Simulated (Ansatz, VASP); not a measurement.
**One calculation of Cu, two programs**

Contents of INCAR:

```
SYSTEM = Cu
  PREC = Accurate
  ENCUT = 600
  EDIFF = 1E-7
  ISMEAR = 0
  SIGMA = 0.1
  LREAL = .FALSE.
  LASPH = .TRUE.
  NELM = 100
  ALGO = Normal
  ISIF = 3
  LWAVE = .FALSE.
  LCHARG = .FALSE.
  GGA = PS
  IBRION = 2
  NSW = 100
  EDIFFG = -0.005
```

KPOINTS

```
regular mesh
0
G
  18 18 10
  0 0 0
```

POSCAR

```
Cu
1.0
    2.5561910000      0.0000000000      0.0000000000
   -1.2780960000      2.2137260000      0.0000000000
    0.0000000000      0.0000000000      4.1742420000
Cu
2
Direct
    0.0000000000      0.0000000000      0.0000000000
    0.3333333300      0.6666666700      0.5000000000
```

Input for Ansatz:

```yaml
crystal:
  lattice:
    - [2.556191, 0.0, 0.0]
    - [-1.278096, 2.213726, 0.0]
    - [0.0, 0.0, 4.174242]
  atoms:
    - { symbol: Cu, position: [0.0, 0.0, 0.0] }
    - { symbol: Cu, position: [0.33333333, 0.66666667, 0.5] }
basis:
  ecutwfc: 420
kpoints:
  mp_grid: { grid: [18, 18, 10] }
hamiltonian:
  xc: pbesol
scf:
  occupations: { method: gaussian, width: 0.1 }
output:
  forces: true
  stress: true
  eigenvalues: true
  write_density: true
  write_potential: true
  elf: true
  volumetric_format: npy
relax:
  adjacent_minimum: "off"
  f_tol: 0.005
  max_steps: 80
  cell: { stress_tol: 0.05 }
```

The cell was built by a generator and needn't be a form met in nature.

Alike in both runs: task relaxation of cell and atoms; functional PBEsol; k mesh 18 × 18 × 10; occupations gaussian, width 0.1 eV; no spin polarisation.

```csv
,VASP,Ansatz
version,VASP 6.6.1,Ansatz 0.2.0
potentials or method,"VASP PAW PBE potentials, release 64 (Cu)","scalar-relativistic, plane waves, PAW"
plane-wave cutoff (eV),600,420
valence electrons in the cell,22,38
```

VASP gave:

| Quantity | Value |
| --- | --- |
| gap on the k mesh at the Fermi level, each at its own relaxed structure (eV) | none |
| relaxed volume (Å³/atom) | 11.38 |
| relaxed cell length with the largest relative difference (Å) | 2.525 |
| energy change over the relaxation (meV/atom) | -8 |

**Question.** Estimate Ansatz's values.

**Answer.** gap on the k mesh at the Fermi level, each at its own relaxed structure (eV): none; relaxed volume (Å³/atom): 11.32; relaxed cell length with the largest relative difference (Å): 2.521; energy change over the relaxation (meV/atom): -10.

A gap of «none» marks a metal or a gap that the smearing closes. The two sets of potentials don't hold the same shells in valence.

Caveats: the PAW data sets were made with another functional, which shifts forces and pressure a little (VASP).
